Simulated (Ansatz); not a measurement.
**Cu in Ansatz: the effect of functional**

Cu:

```
Cu
1.0
     0.00000    1.78307    1.78307
     1.78307    0.00000    1.78307
     1.78307    1.78307    0.00000
Cu
1
Direct
  0.00000 0.00000 0.00000
```

The cell isn't the ideal one: volume scaled by 0.96.

Alike in all runs:

```yaml
Program: Ansatz 0.2.0
Task: single point
Potentials_or_basis: Ansatz PAW
k_mesh: 13 × 13 × 13
Occupations: fermi-dirac, width 0.05 eV
Spin: no spin polarisation
```

```csv
functional,cutoff,pressure (GPa)
LDA,420 eV (not typed: the program's choice for these potentials),?
r2SCAN,500 eV (not typed: the program's choice for these potentials),1.4
PBE,420 eV (not typed: the program's choice for these potentials),8.4
```

Problem. What does the run with functional LDA give?

Solution. Pressure -7.0 GPa.

Caveats: the PAW data sets come from PBE, with cores solved anew for the run's functional, which leaves a small shift of forces and pressure (some runs).
